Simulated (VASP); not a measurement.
Calculation: PBEsol GGA, VASP's PBE PAW potentials (set 64) (plane waves; VASP).

VASP input:

**POSCAR**
```
NaBr
1.0
  0.0000000000   3.0888000000   3.0888000000
  3.0888000000   0.0000000000   3.0888000000
  3.0888000000   3.0888000000   0.0000000000
Na Br
1 1
direct
  0.0000000000   0.0000000000   0.0000000000
  0.5000000000   0.5000000000   0.5000000000
```

INCAR:
```
SYSTEM = NaBr
PREC = Accurate
ENCUT = 400
EDIFF = 1E-6
NELM = 100
ALGO = Normal
LREAL = .FALSE.
LASPH = .TRUE.
ISMEAR = 0
SIGMA = 0.05
GGA = PS
LMAXMIX = 4
LWAVE = .FALSE.
LCHARG = .FALSE.
IBRION = 2
ISIF = 3
NSW = 60
EDIFFG = -0.01
```

**KPOINTS**
```
K-points
0
G
 7 7 7
```

POTCAR, in this order: Na_pv Br (PBE.64 set). Program: vasp_std.

Output of the run:

### OUTCAR
```
 ion  position               nearest neighbor table
   1  0.000  0.000  0.000-
   2  0.500  0.500  0.500-
  LATTYP: Found a face centered cubic cell.
 ALAT       =     6.1776000000
 Subroutine PRICEL returns:
 Original cell was already a primitive cell.
 Subroutine GETGRP returns: Found 48 space group operations
The static configuration has the point symmetry O_h .
The dynamic configuration has the point symmetry O_h .
 Subroutine INISYM returns: Found 48 space group operations
 Subroutine IBZKPT returns following result:
 Found     20 irreducible k-points:

 Following reciprocal coordinates:
            Coordinates               Weight
  0.000000  0.000000  0.000000      1.000000
  0.142857  0.000000  0.000000      8.000000
  0.285714  0.000000  0.000000      8.000000
  0.428571  0.000000  0.000000      8.000000
  0.142857  0.142857  0.000000      6.000000
  0.285714  0.142857  0.000000     24.000000
  0.428571  0.142857  0.000000     24.000000
 -0.428571  0.142857  0.000000     24.000000
 -0.285714  0.142857  0.000000     24.000000
...
```

File OSZICAR:
```
       N       E                     dE             d eps       ncg     rms          rms(c)
DAV:   1     0.823540337198E+02    0.82354E+02   -0.62145E+03   440   0.983E+02
DAV:   2     0.163862346698E+01   -0.80715E+02   -0.75349E+02   468   0.231E+02
DAV:   3    -0.629926886453E+01   -0.79379E+01   -0.78842E+01   544   0.754E+01
DAV:   4    -0.646071327461E+01   -0.16144E+00   -0.16136E+00   488   0.120E+01
DAV:   5    -0.646321312141E+01   -0.24998E-02   -0.24998E-02   523   0.145E+00    0.154E+00
DAV:   6    -0.633777232431E+01    0.12544E+00   -0.20687E-01   506   0.333E+00    0.885E-01
DAV:   7    -0.632407187276E+01    0.13700E-01   -0.81344E-02   546   0.197E+00    0.513E-01
DAV:   8    -0.632691657745E+01   -0.28447E-02   -0.61449E-03   470   0.824E-01    0.119E-01
DAV:   9    -0.632687253837E+01    0.44039E-04   -0.13409E-04   530   0.113E-01    0.620E-02
DAV:  10    -0.632691568105E+01   -0.43143E-04   -0.87763E-05   461   0.717E-02    0.105E-02
DAV:  11    -0.632691470554E+01    0.97552E-06   -0.52473E-06   512   0.196E-02
   1 F= -.63269147E+01 E0= -.63269147E+01  d E =-.632691E+01
       N       E                     dE             d eps       ncg     rms          rms(c)
DAV:   1    -0.663893096651E+01   -0.31202E+00   -0.60828E+00   494   0.355E+01    0.312E+00
DAV:   2    -0.641457179420E+01    0.22436E+00   -0.32134E-01   497   0.627E+00    0.142E+00
DAV:   3    -0.636685568544E+01    0.47716E-01   -0.12207E-01   497   0.380E+00    0.484E-01
DAV:   4    -0.636326065511E+01    0.35950E-02   -0.27901E-03   443   0.539E-01    0.635E-02
DAV:   5    -0.636320446954E+01    0.56186E-04   -0.14026E-04   500   0.958E-02    0.311E-02
DAV:   6    -0.636320348912E+01    0.98042E-06   -0.78661E-06   476   0.371E-02
   2 F= -.63632035E+01 E0= -.63632035E+01  d E =-.362888E-01
       N       E                     dE             d eps       ncg     rms          rms(c)
DAV:   1    -0.653219534918E+01   -0.16899E+00   -0.34662E+00   494   0.273E+01    0.234E+00
DAV:   2    -0.640697289913E+01    0.12522E+00   -0.17586E-01   497   0.476E+00    0.107E+00
DAV:   3    -0.637967204467E+01    0.27301E-01   -0.70105E-02   494   0.292E+00    0.360E-01
DAV:   4    -0.637771775451E+01    0.19543E-02   -0.18392E-03   440   0.445E-01    0.371E-02
DAV:   5    -0.637768266661E+01    0.35088E-04   -0.14815E-04   482   0.102E-01    0.248E-02
DAV:   6    -0.637768182980E+01    0.83681E-06   -0.45276E-06   485   0.310E-02
   3 F= -.63776818E+01 E0= -.63776818E+01  d E =-.507671E-01
       N       E                     dE             d eps       ncg     rms          rms(c)
DAV:   1    -0.700126850916E+01   -0.62359E+00   -0.14097E+01   494   0.544E+01    0.486E+00
DAV:   2    -0.649043807884E+01    0.51083E+00   -0.67800E-01   494   0.995E+00    0.222E+00
DAV:   3    -0.637392004044E+01    0.11652E+00   -0.29883E-01   494   0.613E+00    0.759E-01
DAV:   4    -0.636609133690E+01    0.78287E-02   -0.64649E-03   440   0.905E-01    0.150E-01
DAV:   5    -0.636582225831E+01    0.26908E-03   -0.21726E-04   470   0.164E-01    0.395E-02
DAV:   6    -0.636582006126E+01    0.21970E-05   -0.22006E-05   494   0.424E-02    0.195E-02
DAV:   7    -0.636581874973E+01    0.13115E-05   -0.64099E-06   467   0.285E-02    0.184E-03
DAV:   8    -0.636581825893E+01    0.49079E-06   -0.50994E-07   220   0.120E-02
   4 F= -.63658183E+01 E0= -.63658183E+01  d E =-.389036E-01
       N       E                     dE             d eps       ncg     rms          rms(c)
DAV:   1    -0.672897814581E+01   -0.36316E+00   -0.83739E+00   494   0.466E+01    0.354E+00
DAV:   2    -0.644877835805E+01    0.28020E+00   -0.40389E-01   488   0.733E+00    0.161E+00
DAV:   3    -0.638512747119E+01    0.63651E-01   -0.15473E-01   497   0.443E+00    0.599E-01
DAV:   4    -0.638038830035E+01    0.47392E-02   -0.28740E-03   446   0.554E-01    0.106E-01
DAV:   5    -0.638025576950E+01    0.13253E-03   -0.96884E-05   491   0.989E-02    0.343E-02
DAV:   6    -0.638025558116E+01    0.18834E-06   -0.17644E-05   494   0.425E-02    0.103E-02
DAV:   7    -0.638025627764E+01   -0.69648E-06   -0.10315E-06   395   0.106E-02
   5 F= -.63802563E+01 E0= -.63802563E+01  d E =-.533416E-01
       N       E                     dE             d eps       ncg     rms          rms(c)
DAV:   1    -0.638102972277E+01   -0.77414E-03   -0.16140E-02   494   0.194E+00    0.156E-01
DAV:   2    -0.638045960532E+01    0.57012E-03   -0.78955E-04   494   0.325E-01    0.719E-02
DAV:   3    -0.638033962835E+01    0.11998E-03   -0.31906E-04   494   0.200E-01    0.244E-02
DAV:   4    -0.638033489621E+01    0.47321E-05   -0.91895E-06   440   0.312E-02    0.257E-03
DAV:   5    -0.638033430255E+01    0.59366E-06   -0.10034E-06   220   0.889E-03
   6 F= -.63803343E+01 E0= -.63803343E+01  d E =-.534196E-01
```

File OUTCAR:
```
------------------------ aborting loop because EDIFF is reached ----------------------------------------
  FORCE on cell =-STRESS in cart. coord.  units (eV):
  Direction    XX          YY          ZZ          XY          YZ          ZX
  --------------------------------------------------------------------------------------
  Total       -0.0107094     -0.0107094     -0.0107094     -0.0000000     -0.0000000      0.0000000
  in kB       -0.3301785     -0.3301785     -0.3301785     -0.0000000     -0.0000000      0.0000000
  external PRESSURE =      -0.3301785 kB  Pullay stress =       0.0000000 kB
  volume of cell :       51.97
      direct lattice vectors                 reciprocal lattice vectors
     0.000000000  2.961870183  2.961870183    -0.168812260  0.168812260  0.168812260
     2.961870183  0.000000000  2.961870183     0.168812260 -0.168812260  0.168812260
     2.961870183  2.961870183  0.000000000     0.168812260  0.168812260 -0.168812260
 POSITION                                       TOTAL-FORCE (eV/Angst)
 -----------------------------------------------------------------------------------
      2.96187      2.96187      0.00000        -0.000000      0.000000      0.000000
      2.96187      2.96187      2.96187         0.000000     -0.000000     -0.000000
 -----------------------------------------------------------------------------------
    total drift:                                0.000000      0.000000      0.000000
  FREE ENERGIE OF THE ION-ELECTRON SYSTEM (eV)
  ---------------------------------------------------
  free  energy   TOTEN  =        -6.3803343026 eV

  energy  without entropy=       -6.3803343026  energy(sigma->0) =       -6.38033430

 reached required accuracy - stopping structural energy minimisation
```
(Selected blocks of OUTCAR.)

CONTCAR:
```
NaBr
   1.00000000000000
     0.0000000000000000    2.9618701825514511    2.9618701825514511
     2.9618701825514511    0.0000000000000000    2.9618701825514511
     2.9618701825514511    2.9618701825514511    0.0000000000000000
  Na              Br
     1     1
Direct
     0.0000000000000000    0.0000000000000000    1.0000000000000000
     0.5000000000000000    0.5000000000000000    0.5000000000000000
```

Energy and stress use the plane-wave basis of the starting cell.

The structure was generated: NaBr was put into the rock salt type (Fm-3m), which need not be its known phase. This run relaxes it. Symmetry was kept, so distortions that lower it aren't found.
